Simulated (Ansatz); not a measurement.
Here is the system:

Starting cell, ZrO$_{2}$ (fluorite):

```
ZrO2
1.0
    0.00000     5.08914     5.08914
    2.54457     2.54457     5.08914
    2.54457     2.54457     0.00000
Zr O
2 4
Direct
  0.00000   0.00000   0.00000
  0.50000   0.00000   0.00000
  0.00000   0.25000   0.25000
  0.50000   0.25000   0.25000
  0.00000   0.75000   0.75000
  0.50000   0.75000   0.75000
```

The atoms are displaced by Q × the pattern below (from a DFPT mode at X = (0.5, 0.5, 0.0), largest move 1; Q in Å), at fixed cell. (q is in reciprocal vectors of the primitive cell; the cell shown is doubled to hold the pattern.)

```tsv
atom	x	y	z
O3	0.000	0.000	1.000
O4	0.000	0.000	-1.000
O5	0.000	0.000	1.000
O6	0.000	0.000	-1.000
```

Atoms not listed stay in place.

Computed with r2SCAN (plane waves to 500 eV, PAW, scalar-relativistic; Ansatz, a program for electronic structure). k mesh 11×11×11 (Γ-centred), Fermi-Dirac smearing 0.05 eV. Energies are smeared free energies. The PAW data are Ansatz's earlier set. This is a high-temperature form of ZrO2. ZrO2 is run without spin polarisation. ZrO2 was relaxed with its symmetry unable to fall. The zero of ΔE is the undisplaced structure.

The scan covers Q from -0.440 to 0.440 Å in 13 points.

Problem. Is this a single well or a double well?

Solution. A double well: the undisplaced structure is a maximum between two minima.

Problem. Which space group does the distorted structure have?

Solution. P4_2/nmc (No. 137), lowered from Fm-3m.

Problem. By a smooth curve, how deep is the well, measured from the undisplaced structure?

Solution. 131 meV/cell, cell held fixed.

Problem. What is the energy change at Q = 0.440 Å?

Solution. 456 meV/cell.

Problem. By a smooth curve through the points, how far does the most displaced atom move to reach the deepest minimum?

Solution. 0.23 Å from zero.

(A displaced cell: forces are minus the slopes of the energy, force constants its curvatures, and phonons follow from these.)
